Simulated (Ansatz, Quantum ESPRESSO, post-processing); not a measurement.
# H₂ in line between two Pt chains: ballistic transmission, part 4 of 4

Aim: the zero-bias transmission with pwcond for this junction: H₂ in line between two Pt chains.

Quantum ESPRESSO 7.5; plane-wave DFT, PBE, GBRV ultrasoft pseudopotentials; cross-check by Ansatz 0.2.0 with PAW datasets.

So far. Step 3 (Transmission with pwcond.x): The run is unpolarised; a magnetic state was not tried, may lie lower and would change T. Step 3 (Transmission with pwcond.x): At no point does T exceed the number of channels.

### Step 5. The same in Ansatz

As a check, the same structure is run in Ansatz.

Level of this step: plane-wave DFT, PBE, Ansatz PAW (Ansatz 0.2.0).

input.yaml

```yaml
crystal:
  lattice:
    - [7.5, 0.0, 0.0]
    - [0.0, 7.5, 0.0]
    - [0.0, 0.0, 34.9556]
  atoms:
    - { symbol: Pt, position: [0.5, 0.5, 0.0] }
    - { symbol: Pt, position: [0.5, 0.5, 0.0686585268] }
    - { symbol: Pt, position: [0.5, 0.5, 0.1373170536] }
    - { symbol: Pt, position: [0.5, 0.5, 0.2059755805] }
    - { symbol: Pt, position: [0.5, 0.5, 0.2746341073] }
    - { symbol: Pt, position: [0.5, 0.5, 0.3432926341] }
    - { symbol: Pt, position: [0.5, 0.5, 0.4119511609] }
    - { symbol: H, position: [0.5, 0.5, 0.4535124558] }
    - { symbol: H, position: [0.5, 0.5, 0.4778290174] }
    - { symbol: Pt, position: [0.5, 0.5, 0.5193903123] }
    - { symbol: Pt, position: [0.5, 0.5, 0.5880488391] }
    - { symbol: Pt, position: [0.5, 0.5, 0.6567073659] }
    - { symbol: Pt, position: [0.5, 0.5, 0.7253658927] }
    - { symbol: Pt, position: [0.5, 0.5, 0.7940244195] }
    - { symbol: Pt, position: [0.5, 0.5, 0.8626829464] }
    - { symbol: Pt, position: [0.5, 0.5, 0.9313414732] }
kpoints:
  mp_grid: { grid: [1, 1, 4] }
hamiltonian:
  xc: pbe
scf:
  occupations: { method: fermi_dirac, width: 0.1 }
  convergence: { dr2_threshold: 1.0e-08 }
output:
  transmission:
    leads: [[0, 1]]
    e_range: [-2.0, 2.0]
    de: 0.05
    kmesh: [1, 1]
    reduced_basis: true
  write_potential: true
  write_density: true
  volumetric_format: npy
```

Command:

```sh
ansatz run input.yaml --threads 8 --pin off --max-ram 16384MiB --backend cpu --events-out ev --progress --plain --runs-dir out
```

Numbers of over 12 decimals in the logs are rounded to 6 here.

Log:

```text
Engine: ansatz 0.2.0, aarch64-unknown-linux-gnu
Pseudopotentials: kind: paw
Pseudopotential: Pt, paw, valence charge 18, recommended cutoff 420 eV (normal), Pt.paw.azcp
Pseudopotential: H, paw, valence charge 1, recommended cutoff 420 eV (normal), H.paw.azcp
Functional definition: PBE
  parameter kappa = 0.804
  parameter beta = 0.066725
  exchange = pbe_x(kappa = kappa, mu = beta*pi^2/3)
  correlation = pbe_c(beta = beta)
Crystal: 16 atoms, lattice volume = 1966.252 Å³
Basis set: ecut = 420 eV, 38469 PW (Γ)
Bands: 153, of which v1, the nominal top of the filled ones, is band 127 counted from 1 (126 counted from 0)
Symmetry: 16 space group operations
Space group: P4/mmm (ITA 123), of the structure as read, at distance tolerance 1.3e-4 Å
k-points: 3 of 4
Non-local potential: Pt, projectors of the file, l = 0: 3, l = 1: 2, l = 2: 2, l = 3: 1
Non-local potential: H, projectors of the file, l = 0: 2, l = 1: 1
PAW form: soft (Blöchl's): semilocal exchange-correlation on the pseudo side does not see the compensation charge
PAW one-centre angular grid: Pt, 590 points (default); XC on 64 Gauss nodes
PAW one-centre angular grid: H, 110 points (default); XC on 64 Gauss nodes
Initial density: superposition of atomic densities (neutral atoms: chi_scale 0, normalization atom), corrected by the library's trained network
Initial wavefunctions: pseudopotential atomic-orbital guess
Functional: x = pbe(κ = 0.804, μ = 0.219515), c = pbe(β = 0.066725)
SCF iter   1: F=—  HF=-175315.252880 eV  |F-HF|=—  |Δ(HF+E_count)|=         —  Δρ=7.47e-3  dr2=7.13e0  ethr=1.77e-3  ⟨swp⟩=7.0  Hψ=1723  notcnv=0  defer=4
preconditioner: auto → LDOS  [metal: Δε(μ)=0.019 eV  Ē_g=4.733 eV  σ=0.100 eV  W_gap=0.05  n_scr=248 (ndim 8)  ℏωp=10.0 eV  f_vac=0.706  D(μ)=25.08/eV (n_scr^D=120)  β→1.0]
SCF iter   2: F=—  HF=-175315.158713 eV  |F-HF|=—  |Δ(HF+E_count)|=   9.42e-2  Δρ=2.56e-3  dr2=2.06e-1  ethr=1.77e-3  ⟨swp⟩=2.0  Hψ=558  notcnv=0  defer=20
SCF iter   3: F=—  HF=-175315.167311 eV  |F-HF|=—  |Δ(HF+E_count)|=   8.60e-3  Δρ=1.08e-3  dr2=6.49e-2  ethr=8.10e-5  ⟨swp⟩=2.0  Hψ=799  notcnv=0  defer=20
SCF iter   4: F=—  HF=-175315.161550 eV  |F-HF|=—  |Δ(HF+E_count)|=   5.76e-3  Δρ=3.08e-4  dr2=4.79e-3  ethr=2.56e-5  ⟨swp⟩=2.0  Hψ=541  notcnv=0  defer=20
SCF iter   5: F=—  HF=-175315.161238 eV  |F-HF|=—  |Δ(HF+E_count)|=   3.12e-4  Δρ=1.03e-4  dr2=6.63e-4  ethr=1.89e-6  ⟨swp⟩=2.7  Hψ=698  notcnv=0  defer=20
SCF iter   6: F=—  HF=-175315.161276 eV  |F-HF|=—  |Δ(HF+E_count)|=   3.83e-5  Δρ=4.81e-5  dr2=1.28e-4  ethr=2.61e-7  ⟨swp⟩=1.0  Hψ=439  notcnv=0  defer=20
SCF iter   7: F=—  HF=-175315.161239 eV  |F-HF|=—  |Δ(HF+E_count)|=   3.73e-5  Δρ=1.66e-5  dr2=1.30e-5  ethr=5.03e-8  ⟨swp⟩=1.3  Hψ=506  notcnv=0  defer=20
SCF iter   8: F=—  HF=-175315.159380 eV  |F-HF|=—  |Δ(HF+E_count)|=   1.86e-3  Δρ=6.13e-6  dr2=1.90e-6  ethr=5.11e-9  ⟨swp⟩=2.0  Hψ=553  notcnv=0  defer=20
SCF iter   9: F=—  HF=-175315.159380 eV  |F-HF|=—  |Δ(HF+E_count)|=   2.19e-7  Δρ=2.59e-6  dr2=2.94e-7  ethr=7.48e-10  ⟨swp⟩=2.0  Hψ=623  notcnv=0  defer=20
SCF iter  10: F=—  HF=-175315.159380 eV  |F-HF|=—  |Δ(HF+E_count)|=   5.31e-8  Δρ=1.22e-6  dr2=7.23e-8  ethr=1.16e-10  ⟨swp⟩=2.3  Hψ=705  notcnv=0  defer=20
SCF iter  11: F=—  HF=-175315.159380 eV  |F-HF|=—  |Δ(HF+E_count)|=   1.44e-8  Δρ=6.49e-7  dr2=1.50e-8  ethr=2.85e-11  ⟨swp⟩=2.0  Hψ=624  notcnv=0  defer=20
SCF iter  12: F=-175315.159380 eV  HF=-175315.159380 eV  |F-HF|=4.66e-10  |Δ(HF+E_count)|=   2.15e-9  Δρ=2.07e-7  dr2=1.79e-9  ethr=3.94e-12  ⟨swp⟩=12.3  Hψ=1154  notcnv=0
SCF 1 converged in 12 iterations: F = -175315.159380 eV  dr2 = 1.79e-9
  greatest PAW one-centre occupation: 1.000 electrons in one spin orbital (limit 2), on the Pt atom at site 11 (counted from 0), in its partial waves of l = 0
transmission: 44 of 264 steps passed
transmission: 88 of 264 steps passed
[...]
transmission: 264 of 264 steps passed
WARN: The output density's exchange-correlation potential varies sharply where the density is thin. Do not read a vacuum level from v_tot or v_xc, or from such a field of the output density. On a cell that repeats whose density bears no net charge and no dipole along the vacuum's axis use v_es (v_loc + v_h of the components); under efield.dipole_correction with no amplitude use v_es + v_field, which holds any externa [...]
SCF converged after 12 iterations
Free energy (F): -175315.159380 eV
Harris-Foulkes:  -175315.159380 eV  (|F-HF|=4.66e-10)
Internal energy: -175314.234923 eV  (E = F + TS)
E sigma→0 (E₀):  -175314.697151 eV
Entropy (-TS):   -0.924457 eV (-57.779 meV/atom)
Fermi energy:    -3.006208 eV
--- Per-component energies (eV) ---
  E_band       = -8073.754415
  E_kinetic    = 8940.394735
  E_local      = -75218.832343  (includes V_loc(G=0)·N_el)
  E_nonlocal   = 2833.243977
  E_hartree    = 31825.559331
  E_xc         = -3640.769085
  E_vxc        = -4201.350228  (∫ρ·V_xc dr)
  E_paw        = -132375.773803  (= ΣΔE_a)
  E_vpaw       = -4078.327092  (= ΣTr[D̂ρ^β])
  E_aug_tail   = 0.000050  (compensation charges beyond the density's cutoff)
  E_ewald      = -7678.057786
  E_smearing   = -0.924457  (= −TS)
  E_closure    = -0.000000  (closes the sum)
  Σ components = -175315.159380   (vs F -175315.159380, Δ=0.00e0)
--- Band table (eV) ---
  k-point 0: bands = [... 123 lower, -3.3756, -3.2325, -3.1650, -3.0664, -2.8847, -2.8847, -2.8560, -2.7465, ... 22 higher]
  k-point 1: bands = [... 123 lower, -3.3380, -3.3270, -3.1155, -3.0357, -2.9299, -2.9299, -2.8497, -2.7500, ... 22 higher]
  k-point 2: bands = [... 123 lower, -3.2869, -3.2869, -3.1417, -2.9773, -2.9773, -2.9014, -2.9005, -2.7379, ... 22 higher]
--- Transmission ---
  basis      : 497 plane waves across, 44 finite elements along
  points     : 1, standing for a mesh of 1 x 1
  energies   : 81 from -2.000000 to 2.000000 eV about the Fermi level, 0.050000 eV apart; the leads are filled to 0.000000 eV, and channels, transmission and decay are at 0.000000 eV
  crystal 0  : Pt1, at the sites [0, 1], period 2.4000 Å, over 33.60 Å; its Hamiltonian steps by up to 6.6 meV
    offset         : up to 0.0000 Å between an atom of the period and one for which it stands
    channels       : 4.000000e0 a spin
    conductance    : none, the energies end too early or step too widely for 300 K: set another output.transmission.e_range or a lower de, or, where they end at an eighth of basis.ecutwfc, a higher one
  junction   : crystal 0 to crystal 0, -0.50 to 32.05 Å
    transmission   : 1.344824e0 a spin
    error estimate : 1.688000e-4 a spin from the reduction of the transverse basis, at the most 2.620545e-4 at 0.250000 eV
    conductance    : none, the energies end too early or step too widely for 300 K: set another output.transmission.e_range or a lower de, or, where they end at an eighth of basis.ecutwfc, a higher one
```

Elapsed: 36 s, on 8 threads of Arm Neoverse V2, shared host; peak memory 3.9 GiB.

Read from the output:

```
free energy                                  : -175315.1594 eV
energy at zero smearing                      : -175314.6972 eV
smearing term TS                             : 0.9245 eV
Fermi energy                                 : -3.006 eV
symmetry operations                          : 16
transmission at the Fermi level, one spin    : 1.345
step of the lead's Hamiltonian over a period : 6.6 meV
```

Per spin. Transmission against energy, zero at the Fermi level:

energy (eV), transmission and a bar from the least value:
```
   -2.000       1.07 ##############
   -1.800       1.08 ###############
   -1.600       1.09 ################
   -1.400       1.12 #################
   -1.200       1.15 ###################
   -1.000       1.17 ####################
   -0.800       1.21 ######################
   -0.600       1.23 ########################
   -0.400       1.27 ##########################
   -0.200       1.32 ############################
    0.000       1.34 ##############################
    0.200       1.20 ######################
    0.400       0.83 #
    0.600       0.83 #
    0.800       0.82 
    1.000       0.87 ###
    1.200       0.91 #####
    1.400       0.93 #######
    1.600       0.95 ########
    1.800       0.97 ########
    2.000       0.97 #########
```

Per spin. Table of open channels by energy, zero at the Fermi level:

```tsv
energy (eV)	open channels
-2.00	3
-1.90	3
-1.80	3
-1.70	3
-1.55	4
-1.45	4
-1.35	6
-1.25	6
-1.15	6
-1.05	6
-0.90	6
-0.80	6
-0.70	6
-0.60	6
-0.50	6
-0.40	4
-0.25	4
-0.15	4
-0.05	4
0.00	4
0.05	4
0.15	4
0.25	4
0.40	3
0.50	3
0.60	3
0.70	3
0.80	1
0.90	1
1.05	1
1.15	1
1.25	1
1.35	1
1.45	1
1.55	1
1.70	1
1.80	1
1.90	1
2.00	1
```

Ansatz finds T = 1.34 against pwcond's 1.41.

### Step 6. All levels side by side

All levels:

```tsv
step	T at the Fermi level (per spin)	conductance (G0)	r.m.s. T(E) from the first	CPU time of the step (s)	peak memory (GiB)
Ansatz	1.345	-	0	239.2	3.86
pwcond	1.414	1.414	0.0554	1209	0.91
pwcond, changed setting	1.416	1.416	0.0495	1177	0.87
```

Per spin. Table of transmission by energy, zero at the Fermi level:

```tsv
energy (eV)	Ansatz	pwcond	pwcond, changed setting
-2.00	1.07	1.05	1.05
-1.80	1.08	1.07	1.07
-1.60	1.09	1.09	1.09
-1.40	1.12	1.11	1.10
-1.20	1.15	1.13	1.13
-1.00	1.17	1.16	1.16
-0.90	1.19	1.17	1.17
-0.70	1.22	1.21	1.21
-0.50	1.26	1.26	1.25
-0.30	1.30	1.32	1.32
-0.10	1.34	1.38	1.38
0.00	1.34	1.41	1.42
0.10	1.31	1.41	1.41
0.30	0.880	0.713	0.783
0.50	0.828	0.716	0.724
0.70	0.835	0.717	0.727
0.90	0.844	0.784	0.787
1.00	0.868	0.822	0.824
1.20	0.906	0.879	0.880
1.40	0.933	0.916	0.917
1.60	0.952	0.941	0.942
1.80	0.965	0.958	0.958
2.00	0.974	0.968	0.969
```

### Step 7. By hand

G = 1.41 × 77.48 µS = 110 µS a cell, a resistance of 9.13 kΩ.

### Step 8. What came out

```yaml
conductance_from_t_at_the_fermi_level_a_cell: 1.41 G₀
lead_channels_per_spin: 4.00
the_same_conductance_by_ansatz: 1.34 G₀
```

What this shows: The junction conducts 1.41 G₀ a cell at the Fermi level (PBE, GBRV ultrasoft). At the Fermi level the junction passes 35 % of what the leads offer. At the Fermi level pwcond and Ansatz differ by 5.2 %, a close match. Over -2 to 2 eV, T lies between 0.70 and 1.4 per spin. The geometry is as built, not relaxed, and the leads are short. The chain ran without spin polarisation; chains of d metals can be magnetic. Spin-orbit coupling is left out; depending on the atoms that carry the levels of interest, it can split and shift them by tenths of an eV to an eV or more.

[Logs are printed without paths, hosts, clocks, repeated set-up lines and the standing remarks that a program may print on its own settings, such as how far it seeks lower states.]

[Hosts, paths, dates, database ids (printed as entryN), source tags and the programs' standing remarks are cut or masked in the printed files.]

[Maps of the electrostatic potential energy from Ansatz leave out the sawtooth potential of an applied field or a dipole correction, so their vacuum need not be flat; planar profiles and work functions include it.]
